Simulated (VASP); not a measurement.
## BeTe: equation of state with PBE

The system is BeTe.

```xyz
2
Lattice="0.0000 2.7700 2.7700 2.7700 0.0000 2.7700 2.7700 2.7700 0.0000" Properties=species:S:1:pos:R:3 pbc="T T T"
Te    4.1550    4.1550    4.1550
Be    0.0000    0.0000    0.0000
```

| Quantity | Value |
| --- | --- |
| Program | VASP 6.6.1 |
| Task | equation of state |
| Functional | PBE |
| Potentials or basis | VASP PAW PBE potentials, release 64 (Te, Be) |
| Cutoff | 520 eV |
| k mesh | 8 × 8 × 8 |
| Occupations | fermi-dirac, width 0.05 eV |
| Spin | no spin polarisation |
| Further INCAR settings | ALGO = Normal; EDIFF = 1e-07; NBANDS = 11 |

```
Equilibrium volume : 22.77 Å³/atom (rough: see the caveat)
Bulk modulus       : 57 GPa (rough)
```

Energy against volume, from the lowest point:
```tsv
volume (Å³/atom)	energy (meV/atom)
19.979	74.29
20.404	51.41
20.829	33.26
21.254	19.42
21.679	9.49
22.104	3.13
22.529	0.00
```

All runs of the series together: 81 s on 1 thread of Intel(R) Xeon(R) Platinum 8559C (Emerald Rapids), on a shared host.

Caveat: the minimum lies outside the volumes run. Spin-orbit coupling is left out, which matters for the levels of Te.
